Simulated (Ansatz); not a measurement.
Computed with DFT PBE, scalar-relativistic, plane waves, PAW in Ansatz. All cells share a 420 eV cutoff and Γ-centred k meshes spaced at most about 0.3 Å⁻¹ (about 0.25 or finer for metals, 2π included). No spin polarisation.

All energies are static (0 K, no zero-point motion).

Two relaxed structures of BP₂:

1.

Space group P4_222 (No. 93). a = 4.382 Å, b = 4.382 Å, c = 4.550 Å, α = 90.00°, β = 90.00°, γ = 90.00°
```
atom  site  symmetry       x       y       z
   B    2d      222.  0.5000  0.0000  0.0000
   P    4n       ..2  0.1761  0.1761  0.2500
```

2.

Space group P-3m1 (No. 164). a = 3.281 Å, b = 3.281 Å, c = 9.493 Å, α = 90.00°, β = 90.00°, γ = 120.00°
| atom | site | symmetry | x | y | z |
| --- | --- | --- | --- | --- | --- |
| B | 2d | 3m. | 0.6667 | 0.3333 | 0.7302 |
| P | 2d | 3m. | 0.6667 | 0.3333 | 0.9391 |
| P | 2c | 3m. | 0.0000 | 0.0000 | 0.6699 |

Task: Which form is favoured at zero pressure, and by what margin per atom?

Result: Cell 2 is lower, by 0.35 eV/atom. Cell 1 has space group P4_222 (No. 93), 14.6 Å³/atom and no gap on its mesh; cell 2 has space group P-3m1 (No. 164), 14.7 Å³/atom and no gap. Counting P atoms around B (those within 1.25 times the shortest such distance or 1.15 times the sum of covalent radii), cell 1 and cell 2 both have B 4. Cell 1 holds P–P pairs (shortest 2.18 Å); cell 2 holds P–P nets (shortest 2.22 Å). Even the lower one lies +0.04 eV/atom against the reference forms of the elements (uncorrected), so neither is stable at this level. Both come from invented guesses. The lowest form computed isn't among them: it has space group P3m1 (No. 156), 13.6 Å³/atom and lies 153 meV/atom below the best shown.

No dispersion correction is applied, so the spacing and binding between layers, chains or molecules are poorly described (P-3m1), and this can change margins and order among such cells. Cells relaxed within their symmetry can be saddle points. Some structure types and database cells were kept out of the candidates from the start, so a known form may be missing.

The preference for the P-3m1 cell over P4_222 follows from electron counting, since boron has four phosphorus neighbours in both. In P-3m1, four-bonded B⁻ is balanced by four-bonded P⁺ in the phosphorus net, while the remaining phosphorus has three bonds to boron and a lone pair, so every valence electron is placed. The P4_222 cell, with its P–P pairs, is one electron per formula unit short of filling its bonds and lone pairs, which accounts for its metallic character. Its strongly distorted tetrahedra around boron probably add to the 0.35 eV/atom penalty.

The missing gap in P-3m1 is therefore not a sign of electron deficiency. It suggests band overlap, perhaps aided by lone pairs facing each other between the slabs, and PBE's tendency to underestimate gaps may exaggerate it. The P3m1 form lies low enough to fall below the elements, but that doesn't establish stability against decomposition into BP and phosphorus.
